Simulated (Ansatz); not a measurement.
Input and command of a calculation in Ansatz (plane waves; scalar-relativistic PAW potentials unless the input names others):

```yaml
crystal:
  lattice:
    - [2.480160261, 0.0, 0.0]
    - [-1.2400801305, 2.1478817915, 0.0]
    - [0.0, 0.0, 5.4562130883]
  atoms:
    - { symbol: B, position: [0.3333333333, 0.6666666667, 0.25] }
    - { symbol: B, position: [0.6666666667, 0.3333333333, 0.75] }
    - { symbol: "N", position: [0.3333333333, 0.6666666667, 0.75] }
    - { symbol: "N", position: [0.6666666667, 0.3333333333, 0.25] }
basis:
  ecutwfc: 420
  ecutrho_ratio: 12
kpoints:
  mp_grid: { grid: [12, 12, 4] }
hamiltonian:
  xc: revpbe
scf:
  occupations: { method: fixed }
output:
  forces: true
  eigenvalues: true
  stress: true
```

```bash
ansatz run input.yaml --threads 1 --pin off --max-ram 1228MiB --backend cpu --events-out ev --progress --plain --runs-dir out
```

Abridged log:
```
Basis set: ecut = 420 eV, 553 PW (Γ), exchange–correlation on 60×60×128 points (8 copies of the dense FFT grid, shifted against one another)
Bands: 12, of which v1, the nominal top of the filled ones, is band 8 counted from 1 (7 counted from 0)
Symmetry: 24 space group operations
k-points: 57 of 576
SCF iter   1: F=—  HF=-1088.070810 eV  |F-HF|=—  |Δ(HF+E_count)|=         —  Δρ=5.58e-3  dr2=6.06e-3  ethr=1.77e-3  ⟨swp⟩=5.0  Hψ=3438  notcnv=0  defer=89
SCF iter   2: F=—  HF=-1088.070864 eV  |F-HF|=—  |Δ(HF+E_count)|=   5.40e-5  Δρ=2.81e-3  dr2=7.30e-4  ethr=3.79e-5  ⟨swp⟩=2.9  Hψ=1666  notcnv=0  defer=112
SCF iter   3: F=—  HF=-1088.071112 eV  |F-HF|=—  |Δ(HF+E_count)|=   2.48e-4  Δρ=1.14e-3  dr2=1.50e-4  ethr=4.56e-6  ⟨swp⟩=2.9  Hψ=1239  notcnv=0  defer=112
SCF iter   4: F=—  HF=-1088.071217 eV  |F-HF|=—  |Δ(HF+E_count)|=   1.04e-4  Δρ=4.72e-5  dr2=3.26e-7  ethr=9.37e-7  ⟨swp⟩=2.6  Hψ=1205  notcnv=0  defer=111
SCF iter   5: F=—  HF=-1088.071219 eV  |F-HF|=—  |Δ(HF+E_count)|=   1.98e-6  Δρ=5.47e-6  dr2=2.61e-9  ethr=2.03e-9  ⟨swp⟩=2.1  Hψ=1117  notcnv=0  defer=1
SCF iter   6: F=-1088.071219 eV  HF=-1088.071219 eV  |F-HF|=4.08e-10  |Δ(HF+E_count)|=   1.39e-8  Δρ=6.66e-7  dr2=4.05e-11  ethr=1.63e-11  ⟨swp⟩=3.0  Hψ=3116  notcnv=0
SCF 1 converged in 6 iterations: F = -1088.071219 eV  dr2 = 4.05e-11
SCF converged after 6 iterations
Free energy (F): -1088.071219 eV
Harris-Foulkes:  -1088.071219 eV  (|F-HF|=4.08e-10)
Internal energy: -1088.071219 eV  (E = F + TS)
E sigma→0 (E₀):  -1088.071219 eV
Fermi energy:    7.579910 eV
--- Forces (eV/Å), atoms counted from 1 ---
  atom   1  B      0.00000000     0.00000000     0.00000000
  atom   2  B      0.00000000     0.00000000     0.00000000
  atom   3  N      0.00000000     0.00000000     0.00000000
  atom   4  N      0.00000000     0.00000000     0.00000000
--- Stress (GPa, compression-positive) ---
       23.464157       0.000000       0.000000
        0.000000      23.464157       0.000000
        0.000000       0.000000      21.758174
  P = ⅓ Tr σ = 22.8955 GPa (228.955 kbar)
```

Apart from outputs, empty bands and the relaxation, which only the reference makes, the input differs from a reference run on usual settings in hamiltonian.xc: "pbesol" → "revpbe"; basis.ecutrho_ratio: not typed → 12. The reference, at the same geometry, ended its own course with pressure 15.00 GPa, largest force 0.000 eV/Å, gap on the mesh 3.84 eV. This run converged in 6 SCF iterations with a total energy on another zero, pressure 22.90 GPa, largest force 0.000 eV/Å, gap on the mesh 4.04 eV.

The run took 3 s on 1 thread of Arm Neoverse N1, on a shared host, peak memory 0.32 GiB.